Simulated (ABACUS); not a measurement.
# CuI (Marshite) (F-43m) in ABACUS: equation of state

How stiff is CuI (Marshite) in PBEsol, and what volume does it want? The cell is scaled to several volumes.

Everything below comes from runs of ABACUS 3.10.1. Logs are shortened: lines on timing, memory, paths and dates and some standing lists are left out, and cuts for length are marked.

### 1 The structure

Symmetry: F-43m, No. 216, cubic system. Conventional cell: a = 6.063 Å, b = 6.063 Å, c = 6.063 Å, α = 90.00°, β = 90.00°, γ = 90.00°. I (site symmetry -43m) has 4 Cu at 2.63 Å as nearest neighbours. Cu (site symmetry -43m) is surrounded by 4 I at 2.63 Å.

### 2 Equation of state, PBEsol, 26.19 Å³/atom (volume scaled by 0.94)

INPUT

```
INPUT_PARAMETERS
suffix              CuI
calculation         scf
basis_type          pw
pseudo_dir          ./
symmetry            1
dft_functional      pbesol
ecutwfc             92
pseudo_rcut         7
nspin               1
nbands              17
ks_solver           dav
smearing_method     fd
smearing_sigma      0.00367493
scf_thr             1e-08
scf_nmax            100
mixing_type         broyden
mixing_beta         0.7
cal_force           1
cal_stress          1
kpar                4
```

STRU

```
ATOMIC_SPECIES
I 126.9045 I.upf
Cu 63.5460 Cu.upf

LATTICE_CONSTANT
1.8897261246

LATTICE_VECTORS
0.0000000000 2.9696152886 2.9696152886
2.9696152886 0.0000000000 2.9696152886
2.9696152886 2.9696152886 0.0000000000

ATOMIC_POSITIONS
Direct

I
0.0
1
0.0000000000 0.0000000000 0.0000000000 1 1 1

Cu
0.0
1
0.7500000000 0.7500000000 0.7500000000 1 1 1
```

KPT

```
K_POINTS
0
Gamma
8 8 8 0 0 0
```

Potentials or basis: PseudoDojo NC SR 0.4.1 PBEsol standard, plane waves.

Started as:

```bash
$ OMP_NUM_THREADS=1 mpirun -np 4 abacus > log
```

running log:

```text
ABACUS v3.10.1

               Atomic-orbital Based Ab-initio Computation at UStc

 ------------------------------------------------------------------------------------

 READING GENERAL INFORMATION
                           global_out_dir = OUT.CuI/
                           global_in_card = INPUT
                               pseudo_dir = ./
                              orbital_dir =
                                    DSIZE = 4
                                    GSIZE = 1

 READING UNITCELL INFORMATION
                                    ntype = 2
                  lattice constant (Bohr) = 1.88973
              lattice constant (Angstrom) = 1

 READING ATOM TYPE 1
                               atom label = I
                      L=0, number of zeta = 1
                      L=1, number of zeta = 1
                      L=2, number of zeta = 1
             number of atom for this type = 1

 READING ATOM TYPE 2
                               atom label = Cu
                      L=0, number of zeta = 1
                      L=1, number of zeta = 1
                      L=2, number of zeta = 1
             number of atom for this type = 1

                        TOTAL ATOM NUMBER = 2
DIRECT COORDINATES
    atom                   x                   y                   z     mag                  vx                  vy                  vz
taud_I1            0.0000000000        0.0000000000        0.0000000000  0.0000        0.0000000000        0.0000000000        0.0000000000
taud_Cu1            0.7500000000        0.7500000000        0.7500000000  0.0000        0.0000000000        0.0000000000        0.0000000000

                          Volume (Bohr^3) = 353.449
                             Volume (A^3) = 52.3757

 Lattice vectors: (Cartesian coordinate: in unit of a_0)
                   +0            +2.96962            +2.96962
             +2.96962                  +0            +2.96962
             +2.96962            +2.96962                  +0
 Reciprocal vectors: (Cartesian coordinate: in unit of 2 pi/a_0)
            -0.168372           +0.168372           +0.168372
            +0.168372           -0.168372           +0.168372
            +0.168372           +0.168372           -0.168372
 The esolver type has been set to : ksdft_pw

                PAO radial cut off (Bohr) = 7

 Read in pseudopotential file is I.upf
                     pseudopotential type = NC
          exchange-correlation functional = PBESOL
                 nonlocal core correction = 1
                        valence electrons = 7
                                     lmax = 2
                           number of zeta = 2
                     number of projectors = 6
                           L of projector = 0
[... 5 lines left out ...]
                PAO radial cut off (Bohr) = 7

 Read in pseudopotential file is Cu.upf
                     pseudopotential type = NC
          exchange-correlation functional = PBESOL
                 nonlocal core correction = 1
                        valence electrons = 19
                                     lmax = 2
[... 183 lines left out ...]
 projector 4 L=1
 projector 5 L=2
 projector 6 L=2
      TOTAL NUMBER OF NONLOCAL PROJECTORS = 36

 Init Non-Local PseudoPotential table :
 Init Non-Local-Pseudopotential done.

                                     npwx = 5278

 Make real space PAO into reciprocal space.
       max mesh points in Pseudopotential = 701
     dq(describe PAO in reciprocal space) = 0.01
                                    max q = 1155

 number of pseudo atomic orbitals for I is 2
WARNING: norm of atomic wavefunction # 1 of atomic type I is 0.999992, renormalized
WARNING: norm of atomic wavefunction # 2 of atomic type I is 0.999442, renormalized

 number of pseudo atomic orbitals for Cu is 4
WARNING: norm of atomic wavefunction # 3 of atomic type Cu is 0.999944, renormalized
WARNING: norm of atomic wavefunction # 4 of atomic type Cu is 0.996041, renormalized

 -------------------------------------------
[... 5 lines left out ...]

 Notice: Threshold on eigenvalues was too large.
 hsover_error=0.26 > DRHO=0.108861
 Origin diag ethr = 0.01
 New diag ethr = 0.000418696

 Density error is 0.114773657764
                          Error Threshold = 0.000418696133617
----------------------------------------------------------
     Energy           Rydberg                 eV
----------------------------------------------------------
 E_KohnSham     -404.7711298426      -5507.1937517574
 E_Harris       -412.4353788603      -5611.4712092888
 E_Fermi        0.6319845179         8.5985904918
----------------------------------------------------------
[... 75 lines left out ...]
 Density error is 3.92375761521e-09
                          Error Threshold = 4.8685105459e-10
----------------------------------------------------------
     Energy           Rydberg                 eV
----------------------------------------------------------
 E_KohnSham     -404.8328339043      -5508.0332785863
 E_KS(sigma->0) -404.8328339001      -5508.0332785287
 E_Harris       -404.8317090892      -5508.0179746917
 E_band         -37.7299155286       -513.3418362471
 E_one_elec     -344.9892280925      -4693.8192506792
 E_Hartree      180.8851244066       2461.0683753680
 E_xc           -54.2356717923       -737.9141712336
 E_Ewald        -186.4930584176      -2537.3682319264
 E_entropy(-TS) -0.0000000085        -0.0000001151
 E_descf        0.0000000000         0.0000000000
 E_exx          0.0000000000         0.0000000000
 E_Fermi        0.5986947835         8.1456604189
----------------------------------------------------------

 charge density convergence is achieved
 final etot is -5508.0332786 eV
 EFERMI = 8.1456604189 eV

 STATE ENERGY(eV) AND OCCUPATIONS    NSPIN == 1
 1/8 kpoint (Cartesian) = 0.0000 0.0000 0.0000 (5209 pws)
       1       -103.916     0.00390625
       2       -61.4997     0.00390625
       3       -61.4997     0.00390625
       4       -61.4997     0.00390625
       5       -6.89043     0.00390625
       6        3.57595     0.00390625
[... 9 lines left out ...]
      16        12.2883    4.06574e-39
[... 82 lines left out ...]
       4       -61.4997      0.0234375
       5       -6.77861      0.0234375
       6        3.22899      0.0234375
[... 9 lines left out ...]
      16        12.9160    8.61762e-44
      17        12.9160    8.61762e-44

[... levels at 2 further k points ...]

------------------------------------------------------------------------------------------
 TOTAL-FORCE (eV/Angstrom)
------------------------------------------------------------------------------------------
                        I1         0.0000000000         0.0000000000         0.0000000000
                       Cu1         0.0000000000         0.0000000000         0.0000000000
------------------------------------------------------------------------------------------

----------------------------------------------------------------
 TOTAL-STRESS (KBAR)
----------------------------------------------------------------
         2.8456706420        -0.0000000000        -0.0000000000
        -0.0000000000         2.8456706420         0.0000000000
        -0.0000000000         0.0000000000         2.8456706420
----------------------------------------------------------------
 TOTAL-PRESSURE: 2.845671 KBAR

 --------------------------------------------
 !FINAL_ETOT_IS -5508.0332785862747187 eV
 --------------------------------------------
```

stdout:

```text
ABACUS v3.10.1

               Atomic-orbital Based Ab-initio Computation at UStc

%%%%%%%%%%%%%%%%%%%%%%%%%%%%%%%%%%%%%%%%%%%%%%%%%%%%%%%%%%%%%%%%%%%%%%%%%%%%%%%%%%%%%%%%%%%%%%%%%%%%%%%%%
[... 34 lines left out ...]
----------------------------------------------------------------
 TOTAL-STRESS (KBAR)
----------------------------------------------------------------
         2.8456706420        -0.0000000000        -0.0000000000
        -0.0000000000         2.8456706420         0.0000000000
        -0.0000000000         0.0000000000         2.8456706420
----------------------------------------------------------------
 TOTAL-PRESSURE: 2.845671 KBAR
```

It took 18 s on 4 MPI ranks of Intel Xeon Platinum 8259CL at 2.50GHz (Skylake/Cascade Lake), shared host; peak memory 0.48 GiB.

Results:

```yaml
Free_energy: -5508.0333 eV
Pressure: 0.3 GPa
Band_gap_on_the_k_mesh: 1.14 eV, direct
```

Caveat: spin-orbit coupling is left out, which moves the levels of the heavy elements.

(Continued in part 2 of 2.)
